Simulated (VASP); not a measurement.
VASP 6.6.1 run: Si

INCAR

```
ENCUT = 400
NBANDS = 11
NELM = 54
IBRION = -1
LCHARG = .FALSE.
LWAVE = .FALSE.
NSW = 0
PREC = Accurate
EDIFF = 1E-7
LASPH = .TRUE.
ALGO = Normal
LREAL = .FALSE.
METAGGA = R2SCAN
ISMEAR = 0
ISIF = 2
SIGMA = 0.01
```

KPOINTS

```
KPOINTS created by Atomic Simulation Environment
0
Gamma
8 8 8
0 0 0
```

POSCAR

```
Si
 1.0000000000000000
     0.0000000000000000    2.7221188956232685    2.7221188956232685
     2.7221188956232685    0.0000000000000000    2.7221188956232685
     2.7221188956232685    2.7221188956232685    0.0000000000000000
 Si
   2
Cartesian
  0.0000000000000000 -0.0000000000000000  0.0000000000000000
  1.3610594478116342  1.3610594478116342  1.3610594478116342
```

The recommended PBE PAW datasets give the neutral cell 8 valence electrons.

Command

```
mpirun -np 1 vasp_std
```

OSZICAR

```
N       E                     dE             d eps       ncg     rms          rms(c)
DAV:   1    -0.275281986969E+01   -0.27528E+01   -0.26783E+03   638   0.459E+02
DAV:   2    -0.182444229779E+02   -0.15492E+02   -0.14954E+02   841   0.784E+01
DAV:   3    -0.187117788243E+02   -0.46736E+00   -0.46620E+00   797   0.117E+01
DAV:   4    -0.187150611130E+02   -0.32823E-02   -0.32819E-02   754   0.126E+00
DAV:   5    -0.187150922808E+02   -0.31168E-04   -0.31167E-04   790   0.112E-01    0.598E+00
DAV:   6    -0.175505848054E+02    0.11645E+01   -0.13088E-01   710   0.204E+00    0.411E+00
DAV:   7    -0.175486714315E+02    0.19134E-02   -0.14604E-01   680   0.185E+00    0.303E-01
DAV:   8    -0.175477447937E+02    0.92664E-03   -0.57632E-03   710   0.415E-01    0.406E-01
DAV:   9    -0.175478729200E+02   -0.12813E-03   -0.31245E-04   749   0.136E-01    0.375E-02
DAV:  10    -0.175478847177E+02   -0.11798E-04   -0.64036E-06   753   0.179E-02    0.114E-02
DAV:  11    -0.175478883722E+02   -0.36545E-05   -0.13288E-06   758   0.744E-03    0.287E-03
DAV:  12    -0.175478883170E+02    0.55271E-07   -0.58142E-08   466   0.153E-03
   1 F= -.17547888E+02 E0= -.17547888E+02  d E =-.123063E-23
```

From OUTCAR

```
k-points           NKPTS =     29   k-points in BZ     NKDIM =     29   number of bands    NBANDS=     11

   NELECT =       8.0000    total number of electrons

   dimension x,y,z NGX =    28 NGY =   28 NGZ =   28
   dimension x,y,z NGXF=    56 NGYF=   56 NGZF=   56

  energy-cutoff  :      400.00
  volume of cell :       40.34
      direct lattice vectors                 reciprocal lattice vectors
     0.000000000  2.722118896  2.722118896    -0.183680441  0.183680441  0.183680441
     2.722118896  0.000000000  2.722118896     0.183680441 -0.183680441  0.183680441
     2.722118896  2.722118896  0.000000000     0.183680441  0.183680441 -0.183680441

 k-points in reciprocal lattice and weights: KPOINTS created by Atomic Simulation Env
   0.00000000  0.00000000  0.00000000       0.002
   0.12500000  0.00000000  0.00000000       0.016
   0.25000000  0.00000000  0.00000000       0.016
   0.37500000  0.00000000  0.00000000       0.016
   0.50000000  0.00000000  0.00000000       0.008
   0.12500000  0.12500000  0.00000000       0.012
   0.25000000  0.12500000  0.00000000       0.047
   0.37500000  0.12500000  0.00000000       0.047
   ...

 E-fermi :   5.7301

 k-point     1 :       0.0000    0.0000    0.0000
  band No.  band energies     occupation
      1      -6.8101      2.00000
      2       5.6632      2.00000
      3       5.6632      2.00000
      4       5.6632      2.00000
      5       8.4182      0.00000
      6       8.4182      0.00000
      7       8.4182      0.00000
      8       9.5602      0.00000
      9      13.7873      0.00000
     10      13.7873      0.00000
     11      14.3311      0.00000

 k-point     2 :       0.1250    0.0000    0.0000
  band No.  band energies     occupation
      1      -6.5966      2.00000
      2       4.0301      2.00000
      3       5.3603      2.00000
      4       5.3603      2.00000
      5       8.4455      0.00000
      6       8.8647      0.00000
      7       8.8647      0.00000
      8      10.8737      0.00000
      9      13.3117      0.00000
     10      13.3117      0.00000
     11      15.1190      0.00000

 k-point     3 :       0.2500    0.0000    0.0000
  band No.  band energies     occupation
      1      -5.9739      2.00000
      2       1.6068      2.00000
      3       4.8633      2.00000
      4       4.8633      2.00000
      5       8.0061      0.00000
      6       9.4163      0.00000
      7       9.4163      0.00000
      8      13.1563      0.00000
      9      13.2886      0.00000
     10      13.2886      0.00000
     11      15.3413      0.00000

 k-point     4 :       0.3750    0.0000    0.0000
  band No.  band energies     occupation
      1      -5.0406      2.00000
      2      -0.5027      2.00000
      3       4.5162      2.00000
      4       4.5162      2.00000
      5       7.6476      0.00000
      6       9.3678      0.00000
      7       9.3678      0.00000
      8      14.1454      0.00000
      9      14.7552      0.00000
     10      14.7552      0.00000
     11      16.0689      0.00000

 k-point     5 :       0.5000    0.0000    0.0000
  band No.  band energies     occupation
      1      -4.3768      2.00000
      2      -1.5685      2.00000
      3       4.3971      2.00000
      4       4.3971      2.00000
      5       7.5198      0.00000
      6       9.2543      0.00000
      7       9.2543      0.00000
      8      13.9897      0.00000
      9      16.8075      0.00000
     10      16.8075      0.00000
     11      17.7295      0.00000

 ...

  Total       -0.0589407     -0.0589407     -0.0589407      0.0000000      0.0000000      0.0000000
  in kB       -2.3408572     -2.3408572     -2.3408572      0.0000000      0.0000000      0.0000000
  external PRESSURE =      -2.3408572 kB  Pullay stress =       0.0000000 kB

 POSITION                                       TOTAL-FORCE (eV/Angst)
 -----------------------------------------------------------------------------------
      0.00000      0.00000      0.00000        -0.000000     -0.000000     -0.000000
      1.36106      1.36106      1.36106         0.000000      0.000000      0.000000
 -----------------------------------------------------------------------------------
    total drift:                                0.000000      0.000000     -0.000000

  FREE ENERGIE OF THE ION-ELECTRON SYSTEM (eV)
  ---------------------------------------------------
  free  energy   TOTEN  =       -17.5478883170 eV

  energy  without entropy=      -17.5478883170  energy(sigma->0) =      -17.54788832
```

It converged. Results: gap between bands v and c on the k mesh 0.83 eV; least direct gap on the k mesh 2.76 eV; pressure -0.2 GPa. Band v is the last that the valence electrons fill when counted band by band, and c is the next.

For comparison, a separate r²SCAN run of the intended cell, on usual settings and not on those above, gives a gap of 0.83 eV on its mesh and a pressure of -0.2 GPa.

The run above took about 28 s on one core of a shared host (Intel Xeon Platinum 8488C) and held 0.15 GiB at most.
